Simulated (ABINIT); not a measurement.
The system is Ta2N.

```
Ta N
1.0
     3.11286    0.00000    0.00000
    -1.55643    2.69582    0.00000
     0.00000    0.00000    4.86984
Ta N
2 1
Direct
  0.33333 0.66667 0.25471
  0.66667 0.33333 0.74529
  0.00000 0.00000 0.00000
```

The cell comes from a database or a generator and needn't be the stable form of this composition.

| Property | Result |
| --- | --- |
| Program | ABINIT 10.8.3 (patched build) |
| Task | relaxation of cell and atoms |
| Functional | LDA |
| Potentials or basis | JTH PAW LDA v2.0 |
| Cutoff | 707 eV |
| k mesh | 8 × 8 × 5 |
| Occupations | fermi-dirac, width 0.05 eV |
| Spin | no spin polarisation |

At the start: pressure -14.9 GPa; volume 13.62 Å³/atom.

**Question.** Where does the relaxation end?

**Answer.** Over 8 steps the energy falls by 35.5 meV/atom and the volume is 12.96 Å³/atom (-4.9 %); space group P-3m1 (No. 164, to 0.05 Å).

Step by step:
```csv
step,energy change (eV),largest force (eV/Å),pressure (GPa),volume (Å³)
1,0.0000,0.5705,-14.91,40.87
2,-0.1034,0.1876,-1.77,39.03
3,-0.1052,0.1227,0.12,38.88
4,-0.1059,0.0095,0.05,38.86
5,-0.1061,0.0068,0.06,38.85
6,-0.1064,0.0245,0.05,38.86
7,-0.1065,0.0058,0.00,38.87
8,-0.1065,0.0004,0.00,38.87
```

Final structure:
```
Ta N
1.0
     3.06918    0.00000    0.00000
    -1.53459    2.65799    0.00000
     0.00000    0.00000    4.76513
Ta N
2 1
Direct
  0.33333 0.66667 0.25167
  0.66667 0.33333 0.74833
  0.00000 0.00000 0.00000
```
